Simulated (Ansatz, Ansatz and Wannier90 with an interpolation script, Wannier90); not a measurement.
## AlN (honeycomb monolayer): what limits a Wannier interpolation of GW

Aim: vary the Wannier model and the GW settings for AlN (honeycomb monolayer) and see what the interpolated bands lose.

Calculated with Wannier90 4.0.3; maximally localised Wannier functions from the overlaps of PBE states (plane waves, PAW).

### Step 1. Starting point

The cell holds 2 atoms: 1 Al and 1 N. Cell: a = 3.127 Å, b = 3.127 Å, c = 23.200 Å, α = 90.0°, β = 90.0°, γ = 120.0°. Vacuum lies along c.

The structure was relaxed with PBE. The structure was generated from a model, not taken from a measurement. The runs that relaxed it are not among those shown.

### Step 2. Wannier model on 24×24×1, by Wannier90

Localised functions give a small Hamiltonian that interpolates between mesh points at no cost.

File w.win:

```
num_iter = 1200
conv_tol = 1.0e-8
conv_window = 5
dis_num_iter = 4000
dis_conv_tol = 1.0e-8
dis_mix_ratio = 0.7
write_hr = true
use_ws_distance = false
num_print_cycles = 50
! ansatz wannier90 interface
! projections by site (counted from 0) and shell: 0 3S, 0 3P, 1 2P
! states of the run's bands (counted from 1): 1-29
num_bands = 29
num_wann  = 7
dis_win_min = -10.29
dis_win_max = 11.44
dis_froz_min = -10.29
dis_froz_max = 0.09
guiding_centres = true
shell_list = 5 1

begin unit_cell_cart
Ang
       3.1269253043229863  -2.8867473209213818e-11                      0.0
      -1.5634626521364932       2.7079967492945265                      0.0
                      0.0                      0.0                     23.2
end unit_cell_cart

begin atoms_frac
Al        0.3333333333333333       0.6666666666666666                      0.5
N         0.6666666666666666       0.3333333333333333                      0.5
end atoms_frac

mp_grid = 24 24 1

[... the mesh's points ...]
```

Run with:

```console
$ OMP_NUM_THREADS=1 mpirun -n 8 wannier90.x w > wannier90.x.log
```

Numbers of over 12 decimals in the logs are rounded to 6 here.

The log of the run:

```text
TEM
                                    ------

                              Lattice Vectors (Ang)
                    a_1     3.126925  -0.000000   0.000000
                    a_2    -1.563463   2.707997   0.000000
                    a_3     0.000000   0.000000  23.200000

                   Unit Cell Volume:     196.45072  (Ang^3)

                        Reciprocal-Space Vectors (Ang^-1)
                    b_1     2.009381   1.160117  -0.000000
                    b_2     0.000000   2.320234  -0.000000
                    b_3    -0.000000  -0.000000   0.270827

 *----------------------------------------------------------------------------*
 |   Site       Fractional Coordinate          Cartesian Coordinate (Ang)     |
 +----------------------------------------------------------------------------+
 | al   1   0.33333   0.66667   0.50000   |    0.00000   1.80533  11.60000    |
 | n    1   0.66667   0.33333   0.50000   |    1.56346   0.90267  11.60000    |
 *----------------------------------------------------------------------------*
                                ------------
                                K-POINT GRID
                                ------------

             Grid size = 24 x 24 x  1      Total points =  576

 *---------------------------------- MAIN ------------------------------------*
 |  Number of Wannier Functions               :                 7             |
 |  Number of Objective Wannier Functions     :                 7             |
 |  Number of input Bloch states              :                29             |
 |  Output verbosity (1=low, 5=high)          :                 1             |
 |  Timing Level (1=low, 5=high)              :                 1             |
 |  Optimisation (0=memory, 3=speed)          :                 3             |
 |  Length Unit                               :               Ang             |
 |  Post-processing setup (write *.nnkp)      :                 F             |
 |  Using Gamma-only branch of algorithms     :                 F             |
 *----------------------------------------------------------------------------*
 *------------------------------- WANNIERISE ---------------------------------*
 |  Total number of iterations                :              1200             |
 |  Number of CG steps before reset           :                 5             |
 |  Trial step length for line search         :             2.000             |
 |  Convergence tolerence                     :         0.100E-07             |
 |  Convergence window                        :                 5             |
 |  Iterations between writing output         :                50             |
 |  Iterations between backing up to disk     :               100             |
 |  Write r^2_nm to file                      :                 F             |
[...]
WF centre and spread    2  (  0.000000,  1.805331,-11.600000 )     5.54749665
  WF centre and spread    3  (  0.000000,  2.234684,-11.600000 )     3.98399411
[...]
Sum of centres and spreads (  4.690388,  9.927990, 34.800000 )    20.80255449

     50    -0.721E-02     0.1328341549       20.8025544930       5.99  <-- CONV
        O_D=      0.0704360 O_OD=      5.7092619 O_TOT=     20.8025545 <-- SPRD
 Delta: O_D= -0.1606042E-02 O_OD= -0.5600779E-02 O_TOT= -0.7206822E-02 <-- DLTA
[...]
Cycle:    100
[...]
Delta: O_D= -0.4074477E-04 O_OD= -0.1324047E-02 O_TOT= -0.1364791E-02 <-- DLTA
[...]
Cycle:    500
[...]
500    -0.133E-05     0.0016600687       17.4795462658       8.85  <-- CONV
        O_D=      0.2079453 O_OD=      2.2487444 O_TOT=     17.4795463 <-- SPRD
 Delta: O_D= -0.7786341E-06 O_OD= -0.5545782E-06 O_TOT= -0.1333212E-05 <-- DLTA
[...]
Cycle:    550
[...]
Sum of centres and spreads (  4.690388,  9.928263, 11.600003 )    17.47952102

    550    -0.806E-07     0.0002873088       17.4795210177       9.17  <-- CONV
        O_D=      0.2079711 O_OD=      2.2486934 O_TOT=     17.4795210 <-- SPRD
 Delta: O_D= -0.4489489E-06 O_OD=  0.3683130E-06 O_TOT= -0.8063598E-07 <-- DLTA
 ------------------------------------------------------------------------------

             <<<     Delta < 1.000E-08  over  5 iterations     >>>
             <<< Wannierisation convergence criteria satisfied >>>

 Final State
[...]
WF centre and spread    3  (  0.000001,  2.233125,-11.599999 )     3.94953327
[...]
WF centre and spread    5  (  1.563463,  0.903066,-11.599996 )     1.61273233
  WF centre and spread    6  (  1.563463,  0.996209, 11.600000 )     1.13103787
  WF centre and spread    7  (  1.563463,  0.820577, 11.599998 )     1.06903038
  Sum of centres and spreads (  4.690388,  9.928262, 11.600001 )    17.47951982

         Spreads (Ang^2)       Omega I      =    15.022856568
        ================       Omega D      =     0.207977754
                               Omega OD     =     2.248685495
    Final Spread (Ang^2)       Omega Total  =    17.479519817
 ------------------------------------------------------------------------------

 Writing checkpoint file w.chk... done

 *---------------------------------------------------------------------------*
 |                               PLOTTING                                    |
 *---------------------------------------------------------------------------*

 *===========================================================================*
 |                             TIMING INFORMATION                            |
 *===========================================================================*
 |    Tag                                                Ncalls      Time (s)|
 |---------------------------------------------------------------------------|
 |kmesh: get                                        :         1         0.134|
 |overlap: read                                     :         1         2.099|
 |dis: main                                         :         1         5.894|
 |wann: main                                        :         1         3.786|
 |plot: main                                        :         1         0.043|
 *---------------------------------------------------------------------------*
 All done: wannier90 exiting
```

It took 13 s on 8 MPI ranks of Arm Neoverse V2, shared host.

This step gave:

```yaml
gauge_invariant_spread: 15.02 Å²
diagonal_spread: 0.2080 Å²
off_diagonal_spread: 2.249 Å²
total_spread: 17.48 Å²
disentanglement_steps: 522
r_m_s_interpolation_error: 2.52e-4 eV
r_m_s_error_near_the_gap: 3.13e-4 eV
```

Near the gap the model misses directly solved bands by 0.3 meV r.m.s. and by 2 meV at most in the window tested. This tests the starting bands, not the corrections carried with them.

### Step 3. Wannier model on 24×24×1, by the program's own minimiser

This step: maximally localised Wannier functions, PBE, plane waves, PAW.

File input.yaml:

```yaml
crystal:
  lattice:
    - [3.1269253043, 0.0, 0.0]
    - [-1.5634626521, 2.7079967493, 0.0]
    - [0.0, 0.0, 23.2]
  atoms:
    - { symbol: Al, position: [0.3333333333, 0.6666666667, 0.5000002682] }
    - { symbol: "N", position: [0.6666666667, 0.3333333333, 0.4999997318] }
  periodic: [true, true, false]
kpoints:
  mp_grid: { grid: [12, 12, 1] }
hamiltonian:
  xc: pbe
scf:
  occupations: { method: fixed }
  n_extra_bands: 96
output:
  wannier:
    kmesh: [24, 24, 1]
    projections:
      - { species: Al, l: s, shell: 3 }
      - { species: Al, l: p, shell: 3 }
      - { species: "N", l: p, shell: 2 }
    minimise: true
    write_hr: true
    seedname: w
    conv_tol: 1.0e-06
    max_iter: 20000
    stability_check: false
    disentanglement:
      window: [-10.29, 11.44]
      frozen_window: [-10.29, 0.09]
      conv_tol: 1.0e-08
```

Run with:

```console
$ ansatz run input.yaml --threads 12 --pin off --max-ram 22118MiB --backend cpu --events-out ev --progress --plain --runs-dir out
```

The log of the run:

```text
Warning: the atoms were moved onto the symmetric positions of the space group found under crystal.symmetry.tolerance 1.0e-5 (fractional; no operation is sought that the atoms, as they stand in a round, miss by more than twice it, and no atom is moved by as much as it), and the run uses the moved positions. Before a round's move an operation carried an atom to 1.24e-5 Å from where it should land, the largest such dist [...]
scf.n_extra_bands = 96 over 4 filled bands (N_el = 8.0): the run solves 100 bands
Engine: ansatz 0.2.0, aarch64-unknown-linux-gnu
Pseudopotentials: kind: paw
Pseudopotential: Al, paw, valence charge 3, recommended cutoff 420 eV (normal), Al.paw.azcp
Pseudopotential: N, paw, valence charge 5, recommended cutoff 420 eV (normal), N.paw.azcp
Functional definition: PBE
  parameter kappa = 0.804
  parameter beta = 0.066725
  exchange = pbe_x(kappa = kappa, mu = beta*pi^2/3)
  correlation = pbe_c(beta = beta)
Crystal: 2 atoms, lattice volume = 196.451 Å³
Basis set: ecut = 420 eV, 3809 PW (Γ)
Bands: 100, of which v1, the nominal top of the filled ones, is band 4 counted from 1 (3 counted from 0)
Symmetry: 12 space group operations
Space group: P-6m2 (ITA 187), of the structure as read, at distance tolerance 5.8e-5 Å
k-points: 19 of 144 (time reversal used)
Non-local potential: Al, projectors of the file, l = 0: 2, l = 1: 2, l = 2: 1
Non-local potential: N, projectors of the file, l = 0: 2, l = 1: 2, l = 2: 1
PAW form: soft (Blöchl's): semilocal exchange-correlation on the pseudo side does not see the compensation charge
PAW one-centre angular grid: Al, 110 points (default); XC on 64 Gauss nodes
[...]
E_nonlocal   = 55.978971
  E_hartree    = 1823.129307
  E_xc         = -100.058816
  E_vxc        = -105.454883  (∫ρ·V_xc dr)
  E_paw        = -595.179655  (= ΣΔE_a)
  E_vpaw       = -23.269794  (= ΣTr[D̂ρ^β])
  E_aug_tail   = 0.000095  (compensation charges beyond the density's cutoff)
  E_ewald      = 1546.715869
  E_smearing   = -0.000000  (= −TS)
  E_closure    = 0.000000  (closes the sum)
  Σ components = -923.233590   (vs F -923.233590, Δ=0.00e0)
--- Band table (eV; the first three rows and the last of 19) ---
  k-point 0: bands = [-18.9924, -7.5694, -6.0346, -6.0346, -2.4132, -0.4467 (-0.4526°), 0.1730, 0.6906, ... 92 higher]
  k-point 1: bands = [-18.9181, -7.4745, -6.4173, -6.0902, -2.1524, -0.3340 (-0.3390°), 0.3360, 0.8130, ... 92 higher]
  k-point 2: bands = [-18.7056, -7.2974, -7.1986, -6.2367, -1.5551, -0.0217 (-0.0245°), 0.7973, 1.1678, ... 92 higher]
  k-point 18: bands = [-17.4219, -9.1480, -8.9175, -5.3192, 0.7128, 2.7654, 2.9801, 3.8200, ... 92 higher]
  ° read free of the cell's end (the report's vacuum.weakly_bound_levels)
Wannier search: line search 1 of at most 20000: gauge-dependent spread (as the search counts it) 7.4738744 Å², largest recent change 3.2e-1 Å² against conv_tol 1.0e-6 Å², 0 stops escaped
Wannier search: line search 100 of at most 20000: gauge-dependent spread (as the search counts it) 5.5936886 Å², largest recent change 1.4e-3 Å² against conv_tol 1.0e-6 Å², 0 stops escaped
Wannier search: line search 200 of at most 20000: gauge-dependent spread (as the search counts it) 5.5684215 Å², largest recent change 1.5e-5 Å² against conv_tol 1.0e-6 Å², 0 stops escaped
Wannier search: line search 300 of at most 20000: gauge-dependent spread (as the search counts it) 4.0543000 Å², largest recent change 1.5e-1 Å² against conv_tol 1.0e-6 Å², 0 stops escaped
Wannier search: line search 400 of at most 20000: gauge-dependent spread (as the search counts it) 2.4591143 Å², largest recent change 2.2e-4 Å² against conv_tol 1.0e-6 Å², 0 stops escaped
[key lines of the parts left out:]
SCF converged after 6 iterations
Free energy (F): -923.233590 eV
Fermi energy:    -5.319188 eV
```

The job ended after 24 s (12 threads; peak memory 4 GiB).

In the SCF lines HF is the Harris–Foulkes energy and dr2 the Hartree energy of the density residual, in eV; the loop may stop once dr2 is under the threshold and the program's other checks hold. Hψ counts applications of the Hamiltonian.

Numbers from this step:

```
gauge-invariant spread     : 15.02 Å²
diagonal spread            : 0.2079 Å²
off-diagonal spread        : 2.249 Å²
total spread               : 17.48 Å²
least projectability       : 0.2139
localisation steps         : 487
disentanglement steps      : 745
r.m.s. interpolation error : 2.50e-4 eV
r.m.s. error near the gap  : 3.11e-4 eV
```

Near the gap the model misses directly solved bands by 0.3 meV r.m.s. and by 2 meV at most in the window tested. This tests the starting bands, not the corrections carried with them.

Frozen up to 5.41 eV; above it the model need not follow the bands. The electronic bands at the labelled points (eV, zero at the valence-band top; v1 is the highest filled band, c1 the lowest empty one):

| point | v3 | v2 | v1 | c1 | c2 | c3 | c4 |
| --- | --- | --- | --- | --- | --- | --- | --- |
| Γ | -2.25 | -0.72 | -0.72 | 2.91 | 4.87 | 11.96 | 11.96 |
| halfway | -2.99 | -1.45 | -1.11 | 4.51 | 5.79 | 9.34 | 13.88 |
| M | -4.83 | -1.45 | -0.29 | 5.32 | 6.16 | 8.53 | 16.26 |
| halfway | -4.53 | -2.35 | -0.16 | 5.72 | 7.14 | 8.71 | 13.53 |
| K | -3.83 | -3.60 | 0.00 | 6.05 | 8.09 | 9.17 | 11.59 |
| halfway | -3.26 | -1.53 | -1.22 | 5.00 | 5.97 | 9.22 | 13.86 |
| Γ | -2.25 | -0.72 | -0.72 | 2.91 | 4.87 | 11.96 | 11.96 |

The same for Kohn-Sham, solved directly:

| point | v3 | v2 | v1 | c1 | c2 | c3 | c4 |
| --- | --- | --- | --- | --- | --- | --- | --- |
| Γ | -2.25 | -0.72 | -0.72 | 2.91 | 4.87 | 5.49 | 6.01 |
| M | -4.83 | -1.45 | -0.29 | 5.32 | 6.14 | 8.31 | 9.53 |
| K | -3.83 | -3.60 | 0.00 | 6.03 | 8.08 | 8.30 | 9.14 |
| Γ | -2.25 | -0.72 | -0.72 | 2.91 | 4.87 | 5.49 | 6.01 |

The first set of electronic bands as a text plot (rows in eV, shown from -4.8 to 8.9 only):

```
    8.6 |             ++++++++++++++++       +++++
    8.0 |                             +++++++
    7.5 |                           ++       ++
    6.9 |                         ++
    6.3 |                 ++++++++       ++    +++
    5.8 |       ++++++++++        +++++++  ++++++++++++++
    5.2 | ++++++    ++    ++++++++                  ++   +++++++
    4.6 |+        ++                                  +++       +
    4.0 |       ++                                       ++
    3.5 |   ++++                                           ++
    2.9 |+++                                                 ++++
    2.3 |
    1.8 |
    1.2 |
    0.6 |
    0.0 |                       ***************
   -0.5 |*****          ********               ***           ****
   -1.1 | ****************                        **************
   -1.7 |     ******      ********                ***********
   -2.3 |*****  **                **           ***       ********
   -2.8 |         **                **       **       ***
   -3.4 |           **                *******       **
   -4.0 |             **              **************
   -4.5 |               **************
         Γ                   M           K                      Γ
```

(Continued in part 2 of 2.)

[Paths, hosts, dates, memory and timing lines, banners, echoed tables and standing remarks are left out of the program output.]

[Logs are printed without paths, hosts, clocks, repeated set-up lines and the standing remarks that a program may print on its own settings, such as how far it seeks lower states.]

[Runs of the session that timed out or met a known fault of the program may be left out.]

[Hosts, paths, dates, database ids (printed as entryN), source tags and the programs' standing remarks are cut or masked in the printed files.]
